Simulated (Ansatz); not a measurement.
# Sb (Pm-3m) in Ansatz: notebook

One crystal, Sb, is run at these levels: PBE, PBEsol, PBEsol+D3(BJ)+ATM; tasks: single point, electron localisation function, relaxation of cell and atoms, electrostatic potential.

Everything below comes from runs of Ansatz 0.2.0. Logs are shortened: lines on timing, memory, paths and dates and some standing lists are left out, and cuts for length are marked.

**1. Starting point**

It takes space group Pm-3m (No. 221, cubic). Conventional cell: a = 3.160 Å, b = 3.160 Å, c = 3.160 Å, α = 90.00°, β = 90.00°, γ = 90.00°. Around Sb (site symmetry m-3m) lie 6 Sb at 3.16 Å.

This isn't the form of Sb at room conditions, which is rhombohedral.

**2. Single point, PBE**

Contents of input.yaml:

```yaml
crystal:
  lattice:
    - [3.16, 0.0, 0.0]
    - [0.0, 3.16, 0.0]
    - [0.0, 0.0, 3.16]
  atoms:
    - { symbol: Sb, position: [0.0, 0.0, 0.0] }
kpoints:
  mp_grid: { grid: [6, 6, 6] }
scf:
  occupations: { method: fermi_dirac, width: 0.02 }
hamiltonian:
  xc: pbe
  pseudopotentials: { kind: all_electron, lapw: { basis_error: 0.002 } }
output:
  forces: true
  stress: true
  eigenvalues: true
```

Potentials or basis: all-electron LAPW, scalar-relativistic.

Launch:

```sh
$ ansatz run input.yaml --threads 1 --pin off --max-ram 2560MiB --backend cpu --events-out ev --progress --plain --runs-dir out
```

The log of the run:

```text
Warning: RAYON_NUM_THREADS=1 ignored (pool sized by the plan → 1); use --threads N
LAPW: plane waves up to 6.656 Å⁻¹, error target 2.0e-3 eV per atom; small_component_spin mean_spin; Sb in spheres of 1.580 Å, 23 of its electrons in bands, Dirac shells [] (how accurate: hamiltonian.pseudopotentials.lapw.basis_error, Limitations)
Engine: ansatz 0.2.0, x86_64-unknown-linux-gnu
Pseudopotentials: kind: all_electron
Pseudopotential: Sb, LAPW, valence charge 23, lapw/all_electron/scalar/gaussian/Sb, Koelling and Harmon's equation, gaussian nucleus
Functional definition: PBE
  parameter kappa = 0.804
  parameter beta = 0.06672455060314922
  exchange = pbe_x(kappa = kappa, mu = beta*pi^2/3)
  correlation = pbe_c(beta = beta)
Crystal: 1 atoms, lattice volume = 31.554 Å³
Basis set: ecut = 168.7817954167311 eV, 171 PW (Γ), exchange–correlation at level 2
Bands: 16, of which v1, the nominal top of the filled ones, is band 12 counted from 1 (11 counted from 0)
Symmetry: 48 space group operations
Space group: Pm-3m (ITA 221), of the structure as read, at distance tolerance 3.2e-5 Å
k-points: 20 of 216
Non-local potential: Sb, projectors of the file, none
Initial density: superposition of atomic densities (chi_scale 0.1, normalization cell)
Initial wavefunctions: plane waves of lowest kinetic energy (no species holds an atomic orbital)
Functional: x = pbe(κ = 0.804, μ = 0.2195149727645171), c = pbe(β = 0.06672455060314922)
iter 1 solved again at ethr=7.72e-5 eV; its pass at ethr=1.00e-1 eV (dr2=1.77e-2 eV) is discarded
SCF iter   1: F=—  HF=-176368.160635 eV  |F-HF|=—  |Δ(HF+E_count)|=         —  Δρ=8.40e-3  dr2=1.78e-2  ethr=7.72e-5  ⟨swp⟩=3.5  Hψ=2241  notcnv=0
preconditioner: auto → none  [insulator: Δε(μ)=0.156 eV  Ē_g=11.905 eV  σ=0.020 eV  W_gap=0.96  n_scr=6 (ndim 8)  ℏωp=14.8 eV  f_vac=0.024  D(μ)=0.22/eV (n_scr^D=0)  ε∞_Penn≈2.5]
SCF iter   2: F=—  HF=-176368.163326 eV  |F-HF|=—  |Δ(HF+E_count)|=   2.69e-3  Δρ=4.40e-3  dr2=5.23e-3  ethr=7.72e-5  ⟨swp⟩=2.0  Hψ=971  notcnv=0
iter 3 solved again at ethr=1.94e-7 eV; its pass at ethr=2.28e-5 eV (dr2=4.45e-5 eV) is discarded
SCF iter   3: F=—  HF=-176368.165303 eV  |F-HF|=—  |Δ(HF+E_count)|=   1.98e-3  Δρ=4.47e-4  dr2=4.47e-5  ethr=1.94e-7  ⟨swp⟩=2.0  Hψ=1581  notcnv=0
SCF iter   4: F=—  HF=-176368.165087 eV  |F-HF|=—  |Δ(HF+E_count)|=   2.15e-4  Δρ=3.77e-5  dr2=6.29e-7  ethr=1.94e-7  ⟨swp⟩=2.8  Hψ=913  notcnv=0
SCF iter   5: F=-176368.165088 eV  HF=-176368.165088 eV  |F-HF|=8.36e-8  |Δ(HF+E_count)|=   8.64e-7  Δρ=9.29e-6  dr2=2.33e-8  ethr=2.73e-9  ⟨swp⟩=3.0  Hψ=931  notcnv=0
SCF 1 converged in 5 iterations: F = -176368.165088 eV  dr2 = 2.33e-8
SCF converged after 5 iterations
Free energy (F): -176368.165088 eV
Harris-Foulkes:  -176368.165088 eV  (|F-HF|=8.36e-8)
Internal energy: -176368.164682 eV  (E = F + TS)
E sigma→0 (E₀):  -176368.164885 eV
Entropy (-TS):   -0.000406 eV (-0.406 meV/atom)
Fermi energy:    11.885412 eV
--- Per-component energies (eV) ---
  E_band       = -918.078374
  E_kinetic    = 185870.446747
  E_xc         = -4643.221841
  E_electrostatic = -357595.389587  (all electrons and nuclei)
  E_smearing   = -0.000406  (= −TS)
  E_closure    = 0.000000  (closes the sum)
  E_atoms      = -176364.064481  (free atoms, spherical and without spin; not in F)
  Σ components = -176368.165088   (vs F -176368.165088, Δ=0.00e0)
  Basis errors (estimates in eV, not in F): energy 6.4e-4 per atom: plane waves 6.1e-4 (3.5e-4 summed), levels above the bands 1.2e-150, relativity 1.3e-7, radial functions 2.6e-5, core shells 2.2e-10; eigenvalues (radial functions only) 1.4e-5; not estimated: angular momenta, meshes, grids; target (lapw.basis_error) 2.0e-3; muffin-tin radii Sb 1.580 Å
--- Forces (eV/Å), atoms counted from 1 ---
  atom   1  Sb    -0.00000000    -0.00000000     0.00000000
  max |Σ_I F_I| component: 5.14e-32 eV/Å
--- Stress (GPa, compression-positive) ---
       -1.210656      -0.000000       0.000000
       -0.000000      -1.210656       0.000000
        0.000000       0.000000      -1.210656
  P = ⅓ Tr σ = -1.2107 GPa (-12.107 kbar)
--- Band table (eV; the first three rows and the last of 20) ---
  k-point 0: bands = ["-132.5509", "-85.5174", "-85.5174", "-85.5174", "-17.4210", "-17.4210", "-17.2777", "-17.2777", "-17.2777", "-0.2950", "14.7965", "14.7965", "14.7965", "18.7162", "18.7162", "19.5981"]
  k-point 1: bands = ["-132.5509", "-85.5179", "-85.5174", "-85.5174", "-17.4196", "-17.3884", "-17.2869", "-17.2869", "-17.2770", "0.0800", "11.7310", "15.1542", "15.1542", "19.0439", "19.6154", "22.7836"]
  k-point 2: bands = ["-132.5509", "-85.5190", "-85.5173", "-85.5173", "-17.4170", "-17.3231", "-17.3052", "-17.3052", "-17.2756", "1.1012", "8.1886", "16.0361", "16.0361", "19.9881", "20.6703", "24.7385"]
  k-point 19: bands = ["-132.5507", "-85.5193", "-85.5193", "-85.5193", "-17.3541", "-17.3541", "-17.3541", "-17.2138", "-17.2138", "6.8333", "10.1648", "10.1648", "10.1648", "16.6291", "16.6291", "16.6291"]
```

It took 1.1 s on 1 thread of Intel Xeon 6975P-C (Granite Rapids), shared host; peak memory 0.24 GiB.

Results:

| Quantity | Value |
| --- | --- |
| Free energy | -176368.1651 eV |
| Pressure | -1.2 GPa |
| Band gap on the k mesh | none (metal or under the smearing width) |

Caveat: the k mesh is thin for a metal, which can move the energy by tens of meV per atom. The run has no spin-orbit coupling, so splittings on Sb are missing.

**3. Electron localisation function, PBEsol, collinear spin, random start**

Contents of input.yaml:

```yaml
crystal:
  lattice:
    - [3.16, 0.0, 0.0]
    - [0.0, 3.16, 0.0]
    - [0.0, 0.0, 3.16]
  atoms:
    - { symbol: Sb, position_ang: [0.0, 0.0, 0.0], spin: 0.58 }
kpoints:
  mp_grid: { grid: [8, 8, 8] }
scf:
  occupations: { method: tetrahedron }
hamiltonian:
  xc: pbesol
  pseudopotentials: { kind: all_electron, datasets: crystal }
magnetization:
  spin_polarized: true
output:
  forces: true
  stress: true
  eigenvalues: true
  elf: true
  volumetric_format: npy
```

Potentials or basis: all-electron PAW datasets made for the crystal.

Launch:

```sh
$ ansatz run input.yaml --threads 1 --pin off --max-ram 2560MiB --backend cpu --events-out ev --progress --plain --runs-dir out
```

Wall time 3.2 s (1 thread of Intel Xeon 6975P-C (Granite Rapids), shared host); peak memory 0.4 GiB.

It converged, with:

```
Free energy            : -176291.7500 eV
Pressure               : -5.3 GPa
Band gap on the k mesh : none (metal or under the smearing width)
Net moment             : 0.00 μB per cell
Absolute moment        : 0.00 μB per cell
```

Levels at points of the mesh, in eV from the Fermi level:
Spin up:
| k point | band 5 | band 6 | band 7 | band 8 | band 9 | band 10 |
| --- | --- | --- | --- | --- | --- | --- |
| (0.00, 0.00, 0.00) | -28.88 | -11.97 | 3.13 | 3.13 | 3.13 | 7.08 |
| (0.00, 0.00, -0.50) | -28.88 | -9.74 | -5.20 | 4.96 | 4.96 | 9.34 |
| (0.00, -0.50, -0.50) | -28.82 | -7.41 | -3.27 | -3.27 | 2.35 | 6.78 |
| (-0.50, -0.50, -0.50) | -28.82 | -4.87 | -1.48 | -1.48 | -1.48 | 4.96 |
Spin down:
```tsv
k point	band 5	band 6	band 7	band 8	band 9	band 10
(0.00, 0.00, 0.00)	-28.88	-11.97	3.13	3.13	3.13	7.08
(0.00, 0.00, -0.50)	-28.88	-9.74	-5.20	4.96	4.96	9.34
(0.00, -0.50, -0.50)	-28.82	-7.41	-3.27	-3.27	2.35	6.78
(-0.50, -0.50, -0.50)	-28.82	-4.87	-1.48	-1.48	-1.48	4.96
```

Caveat: with tetrahedron occupations forces and stress needn't match the slope of the energy; the starting moments weren't kept.

**4. Relaxation of cell and atoms, PBEsol+D3(BJ)+ATM, spin-orbit coupling, no magnetisation (cell strained at random at fixed volume)**

Contents of input.yaml:

```yaml
crystal:
  lattice:
    - [3.203205, 0.017703, 0.033088]
    - [0.017703, 3.143129, -0.01094]
    - [0.033088, -0.01094, 3.134588]
  atoms:
    - { symbol: Sb, position: [0.0, 0.0, 0.0] }
kpoints:
  mp_grid: { grid: [6, 6, 6] }
scf:
  occupations: { method: fermi_dirac, width: 0.15 }
hamiltonian:
  xc: pbesol
  dispersion: d3bjatm
  pseudopotentials:
    kind: all_electron
    lapw: { basis_error: 0.002 }
    nuclear_model: point
magnetization:
  noncollinear: true
  spin_orbit: true
output:
  forces: true
  stress: true
relax:
  f_tol: 0.005
  max_steps: 60
  cell: {}
```

Potentials or basis: all-electron LAPW, point nuclei.

Launch:

```sh
$ ansatz run input.yaml --threads 1 --pin off --max-ram 2560MiB --backend cpu --events-out ev --progress --plain --runs-dir out
```

The log of the run:

```text
Warning: RAYON_NUM_THREADS=1 ignored (pool sized by the plan → 1); use --threads N
The last accepted step is kept in <dir> (removed where the run ends without a failure and the disk answers)
LAPW: plane waves up to 7.023 Å⁻¹, error target 2.0e-3 eV per atom; Dirac's equation on spinors; Sb in spheres of 1.520 Å, 23 of its electrons in bands (how accurate: hamiltonian.pseudopotentials.lapw.basis_error, Limitations)
Engine: ansatz 0.2.0, x86_64-unknown-linux-gnu
Pseudopotentials: kind: all_electron
Pseudopotential: Sb, LAPW, valence charge 23, lapw/all_electron/dirac/Sb, Dirac's equation, point nucleus
Functional definition: PBEsol
  exchange = pbesol_x
  correlation = pbesol_c
non-collinear run that drives no moment, with spin-orbit: no starting moment large enough to seed its density (crystal.atoms[].spin), no starting occupations that ask for one, no magnetisation constraint and no magnetic field, so the semilocal B_xc is pinned to zero
Crystal: 1 atoms, lattice volume = 31.554 Å³
Basis set: ecut = 187.9402392529445 eV, 179 PW (Γ), exchange–correlation at level 2
Bands: 32, of which v1, the nominal top of the filled ones, is band 23 counted from 1 (22 counted from 0)
Symmetry: 2 space group operations + 2 with time reversal
Magnetic group: BNS 2.5 (UNI 5), of the structure as read, at distance tolerance 3.2e-5 Å
k-points: 112 of 216
Non-local potential: Sb, projectors of the file, none
Initial density: superposition of atomic densities (chi_scale 0.1, normalization cell)
Initial wavefunctions: plane waves of lowest kinetic energy (no species holds an atomic orbital)
Functional: x = pbesol(κ = 0.804, μ = 0.12345679012345678), c = pbesol(β = 0.046)
iter 1 solved again at ethr=6.92e-5 eV; its pass at ethr=1.00e-1 eV (dr2=1.59e-2 eV) is discarded
SCF iter   1: F=—  HF=-176353.054006 eV  |F-HF|=—  |Δ(HF+E_count)|=         —  Δρ=8.62e-3  dr2=1.62e-2  dr2_m=0.00e0 (ungated)  ethr=6.92e-5  |M|=0.00e0 ∫|m|=0.00e0 μB  β_m=0.30  ⟨swp⟩=3.2  Hψ=24815  notcnv=0
preconditioner: auto → none  [metal: Δε(μ)=0.010 eV  Ē_g=11.904 eV  σ=0.150 eV  W_gap=0.02  n_scr=6 (ndim 8)  ℏωp=14.8 eV  f_vac=0.027  D(μ)=0.59/eV (n_scr^D=0)  sad-step TF]
[... 59 lines left out ...]
SCF converged after 2 iterations
Magnetization: |M| = 0.0000 μB,  M = (+0.0000, +0.0000, +0.0000) μB
Absolute magnetization: 0.0000 μB (∫|m|)
  site 0: m = (+0.0000, +0.0000, +0.0000) μB, |m| = 0.0000 μB  (R = 1.46 Å)
Free energy (F): -176353.134432 eV
Harris-Foulkes:  -176353.134432 eV  (|F-HF|=3.27e-8)
Internal energy: -176353.099207 eV  (E = F + TS)
E sigma→0 (E₀):  -176353.116819 eV
Entropy (-TS):   -0.035225 eV (-35.225 meV/atom)
Fermi energy:    13.996212 eV
--- Per-component energies (eV) ---
  E_band       = -871.603959
  E_kinetic    = 186085.789719
  E_xc         = -4569.420811
  E_electrostatic = -357869.002747  (all electrons and nuclei)
  E_disp       = -0.465367  (pairwise vdW)
  E_smearing   = -0.035225  (= −TS)
  E_closure    = 0.000000  (closes the sum)
  E_atoms      = -176348.079740  (free atoms, spherical and without spin; not in F)
  Σ components = -176353.134432   (vs F -176353.134432, Δ=0.00e0)
  Basis errors (estimates in eV, not in F): energy 8.2e-4 per atom: plane waves 8.1e-4 (4.6e-4 summed), levels above the bands 1.5e-16, relativity 7.0e-9, radial functions 7.4e-6, core shells 3.8e-9; eigenvalues (radial functions only) 3.1e-6; not estimated: angular momenta, meshes, grids; target (lapw.basis_error) 2.0e-3; muffin-tin radii Sb 1.457 Å
--- Forces (eV/Å), atoms counted from 1 ---
  atom   1  Sb     0.00000000     0.00000000     0.00000000
  max |Σ_I F_I| component: 0.00e0 eV/Å
--- Stress (GPa, compression-positive) ---
       -0.006629      -0.001211      -0.002125
       -0.001211       0.001373       0.001358
       -0.002125       0.001358       0.000074
  P = ⅓ Tr σ = -0.0017 GPa (-0.017 kbar)
--- Relaxed structure (5 steps of the walk, 5 accepted, 1 SCFs on fresh bases) ---
  F+E_penalty+E_count = -176353.13443206 eV   max|allowed force component| = 0.000e0 eV/Å   (the final SCF, on the basis selected at the relaxed cell)
  cell:  # Å, volume = 27.7865 Å³
    - [3.0290743701024985, 0.000101576724678925, 0.00017892613586136669]
    - [0.00010224223588129014, 3.0287125160882504, -0.00011441134051259037]
    - [0.00017852235112357853, -0.00011383049601654781, 3.028769725594811]
  atoms:
    - { symbol: Sb, position: [0.0, 0.0, 0.0] }
```

Run time: 1.7 min. Hardware: 1 thread of Intel Xeon 6975P-C (Granite Rapids), shared host; peak memory 0.47 GiB.

Results:

```
Free energy                            : -176353.1344 eV
Relaxed volume                         : 27.79 Å³/atom
Relaxed cell                           : a = 3.029 Å, b = 3.029 Å, c = 3.029 Å, α = 90.00°, β = 89.99°, γ = 90.00°
Space group after relaxing (to 0.05 Å) : Pm-3m (No. 221)
Energy gained by relaxing              : 83.0 meV/atom
Ionic steps                            : 6
Pressure after relaxing                : 0.0 GPa
```

Step by step:
| step | energy change (eV) | largest force (eV/Å) | volume (Å³) |
| --- | --- | --- | --- |
| 1 | 0.0000 | 0.0000 | 31.55 |
| 2 | -0.0814 | 0.0000 | 27.53 |
| 3 | -0.0826 | 0.0000 | 27.84 |
| 4 | -0.0830 | 0.0000 | 27.82 |
| 5 | -0.0830 | 0.0000 | 27.79 |
| 6 | -0.0830 | 0.0000 | 27.79 |

Final structure:
```cif
data_structure
_symmetry_space_group_name_H-M 'P 1'
_symmetry_Int_Tables_number 1
_cell_length_a 3.0291
_cell_length_b 3.0287
_cell_length_c 3.0288
_cell_angle_alpha 90.004
_cell_angle_beta 89.993
_cell_angle_gamma 89.996
_cell_volume 27.79
loop_
_atom_site_label
_atom_site_type_symbol
_atom_site_fract_x
_atom_site_fract_y
_atom_site_fract_z
_atom_site_occupancy
Sb1 Sb 0.00000 0.00000 0.00000 1
```

(Continued in part 2 of 2.)
